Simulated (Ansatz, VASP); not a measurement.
This is a calculation of Ta2N for VASP 6.6.1.

Contents of INCAR:

```
SYSTEM = Ta2N
PREC = Accurate ; ENCUT = 520
EDIFF = 1E-6 ; ISMEAR = -1
SIGMA = 0.05 ; LREAL = .FALSE.
LASPH = .TRUE. ; NELM = 100
ALGO = Normal ; ISIF = 2
LWAVE = .FALSE. ; LCHARG = .TRUE.
GGA = PS ; LELF = .TRUE.
LVHAR = .TRUE. ; NBANDS = 20
```

KPOINTS

```
Automatic mesh
0
G
  10 10 6
  0 0 0
```

File POSCAR:

```
Ta2N
1.0
    3.1334770837      0.0000000000      0.0000000000
   -1.5667385418      2.7136707566      0.0000000000
    0.0000000000      0.0000000000      4.9020925425
Ta N
2 1
Direct
    0.3333333333      0.6666666667      0.2547110000
    0.6666666667      0.3333333333      0.7452890000
    0.0000000000      0.0000000000      0.0000000000
```

Potentials or basis: VASP PAW PBE potentials, release 64 (Ta_pv, N).

Run with:

```sh
$ cat potpaw_PBE.64/Ta_pv/POTCAR potpaw_PBE.64/N/POTCAR > POTCAR
$ mpirun -np 1 vasp_std > vasp.out
```

Question: Translate it to Ansatz 0.2.0. Potentials there: all-electron LAPW, scalar-relativistic.

Answer: As run (the cutoff follows the program's own potentials):

input.yaml

```yaml
crystal:
  lattice:
    - [3.1334770837, 0.0, 0.0]
    - [-1.5667385418, 2.7136707566, 0.0]
    - [0.0, 0.0, 4.9020925425]
  atoms:
    - { symbol: Ta, position: [0.3333333333, 0.6666666667, 0.254711] }
    - { symbol: Ta, position: [0.6666666667, 0.3333333333, 0.745289] }
    - { symbol: "N", position: [0.0, 0.0, 0.0] }
kpoints:
  mp_grid: { grid: [10, 10, 6] }
scf:
  occupations: { method: fermi_dirac, width: 0.05 }
hamiltonian:
  xc: pbesol
  pseudopotentials: { kind: all_electron, lapw: { basis_error: 0.001 } }
output:
  forces: true
  stress: true
  eigenvalues: true
```

Potentials or basis: all-electron LAPW, scalar-relativistic.

Run with:

```console
$ ansatz run input.yaml --threads 2 --pin off --max-ram 8192MiB --backend cpu --events-out ev --progress --plain --runs-dir out
```

Both were run:

|  | VASP | Ansatz | Ansatz less VASP |
| --- | --- | --- | --- |
| gap on the k mesh at the Fermi level (eV) | none | none | - |
| pressure (GPa) | -13.7 | -14.0 | -0.33 |
| largest component of the traceless stress (GPa) | 0.35 | 0.37 | +0.026 |
| rms of the force components (eV/Å) | 0.167 | 0.187 | +0.0195 |

Atom by atom the forces differ by 0.020 eV/Å (rms over components). A gap of «none» marks a metal or a gap that the smearing closes. Ansatz ran all-electron here, so the differences hold the error of VASP's frozen core and of both bases.

Caveats: the PAW data sets were made with another functional, which shifts forces and pressure a little (VASP). The runs have no spin-orbit coupling, so splittings on Ta are missing.
